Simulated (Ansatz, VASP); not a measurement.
**LiF in VASP and in Ansatz**

```
Li F
1.0
     0.00000    2.07461    2.07461
     2.07461    0.00000    2.07461
     2.07461    2.07461    0.00000
Li F
1 1
Direct
  0.00000 0.00000 0.00000
  0.50000 0.50000 0.50000
```

Alike in both runs: task single point; functional RPBE; dispersion D4; k mesh 10 × 10 × 10; occupations gaussian, width 0.05 eV; no spin polarisation.

|  | VASP | Ansatz |
| --- | --- | --- |
| version | VASP 6.6.1 | Ansatz 0.2.0 |
| potentials or method | VASP PAW PBE potentials, release 64 (Li_sv, F) | scalar-relativistic, plane waves, PAW |
| plane-wave cutoff (eV) | 520 | 420 |
| valence electrons in the cell | 10 | 10 |

Ansatz gave:

```
gap on the k mesh at the Fermi level (eV) : 8.60
least direct gap on the mesh (eV)         : 8.60
dispersion energy (meV/atom)              : -127.9
```

What did VASP give for the same quantities?

gap on the k mesh at the Fermi level (eV): 8.61; least direct gap on the mesh (eV): 8.61; dispersion energy (meV/atom): -127.9.

 As with any semilocal functional, this RPBE gap is likely too small. A k mesh can miss the band edges.
